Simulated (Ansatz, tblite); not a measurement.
SrCl2: GFN2-xTB, run from Python

These are simulated results from tblite 0.8.0, not measurements. The cell was built from a prototype and was relaxed with r2SCAN in plane waves (Ansatz 0.2.0). It may be hypothetical. It is a single sheet, repeated along a and b, with vacuum along c. All runs are without spin polarisation.

In-plane lattice: a = 4.432 Å, b = 4.432 Å, γ = 120.0°; thickness between the outer nuclei 2.79 Å. Sr is surrounded by 6 Cl at 2.91 Å; Cl is surrounded by 3 Sr at 2.91 Å.

tblite solves periodic systems at the zone centre alone, so the script builds a cluster of 3×3×1 conventional cells (27 atoms), which folds in a coarse mesh of k points.

Input script:

```python
import json
from ase import Atoms
from ase.build import make_supercell
from ase.units import Bohr, GPa, Hartree
from tblite.interface import Calculator

atoms = Atoms(['Sr', 'Cl', 'Cl'],
              cell=[[4.43155272, 0.0, 0.0], [-2.21577636, 3.83783723, 0.0], [0.0, 0.0, 30.64339772]],
              scaled_positions=[[0.0, 0.0, 0.293701112], [0.333333333, 0.666666667, 0.339145716], [0.666666667, 0.333333333, 0.248256509]],
              pbc=True)
cluster = make_supercell(atoms, [[3, 0, 0], [0, 3, 0], [0, 0, 1]])
calc = Calculator('GFN2-xTB', cluster.numbers, cluster.positions / Bohr, lattice=cluster.cell[:] / Bohr, periodic=cluster.pbc)
calc.set('temperature', 0.02 / Hartree)
calc.set('max-iter', 150)
res = calc.singlepoint()
levels = res.get('orbital-energies') * Hartree
nv = round(res.get('orbital-occupations').sum() / 2)
cells = len(cluster) // len(atoms)
out = {'energy_per_cell': res.get('energy') * Hartree / cells, 'homo': levels[nv - 1], 'lumo': levels[nv],
       'stress': (-res.get('virial') * Hartree / cluster.get_volume() / GPa).tolist(), 'charges': res.get('charges')[:len(atoms)].tolist(), 'electrons': 2 * nv / cells}
json.dump(out, open('results.json', 'w'))
for key, value in out.items():
    print(key, value)
```

Command: `python run.py`. It took 1.2 s on 1 thread of Arm Neoverse V1, with other jobs on the host, peak memory 0.097 GiB.

Output:

```
------------------------------------------------------------
  cycle        total energy    energy error   density error
------------------------------------------------------------
      1     -85.47475807068  -8.5485217E+01   4.9133060E-01
      2     -87.61292601155  -2.1381679E+00   6.6251621E-01
      3     -87.52696996445   8.5956047E-02   6.8367633E-01
      4     -88.18470615287  -6.5773619E-01   1.2109775E-01
      5     -88.16566143977   1.9044713E-02   1.0832549E-01
      6     -88.17038879862  -4.7273589E-03   7.0882275E-02
      7     -88.18507464489  -1.4685846E-02   1.8327436E-02
      8     -88.18622115561  -1.1465107E-03   1.7526533E-03
      9     -88.18618614320   3.5012405E-05   3.0953545E-03
     10     -88.18621789671  -3.1753507E-05   1.4519742E-03
     11     -88.18621792456  -2.7853091E-08   1.4923329E-03
     12     -88.18621966608  -1.7415176E-06   1.2986551E-03
     13     -88.18622413268  -4.4666001E-06   4.3416531E-04
     14     -88.18622431691  -1.8422855E-07   3.3705990E-04
     15     -88.18622443502  -1.1811285E-07   2.6048665E-04
     16     -88.18622461504  -1.8002233E-07   1.5257012E-05
------------------------------------------------------------

 total:                                   0.530 sec
energy_per_cell -266.62993333683386
homo -12.706347417063105
lumo -9.429283651087044
stress [[-0.5230812819058097, -4.698742401346874e-06, 2.7874574676057484e-08], [-4.6987424013316595e-06, -0.5230867040247817, -1.5312041824732047e-08], [2.787457467817775e-08, -1.531204182827099e-08, -0.44942006584474475]]
charges [0.6304815179343769, -0.3152419529742286, -0.31524195275503875]
electrons 16.0
```

The cycle table is in hartree for the whole cluster, and the lines after it are in eV (the energy for one cell). The printed stress is in GPa and positive in compression, and the pressure is its mean diagonal, here averaged over the vacuum too.

GFN2-xTB gives a gap of 3.28 eV. On the same cell, plane-wave PBE (Ansatz, 6×6×1 k points and the special points) gives a gap of 5.80 eV and r2SCAN a gap of 6.61 eV; on shared hosts these took about 7.9 and 28 core-seconds on the 3-atom cell, against 1.2 for the script. Semilocal gaps usually lie below measured ones. xTB was fitted to molecules, so gaps, charges and pressures of solids can be far off, and the gap also depends on the size of the cluster.

xTB was fitted mostly to molecules, and a small cluster samples few k points, so gaps, pressures and kinks along a curve can be far from a solid's.
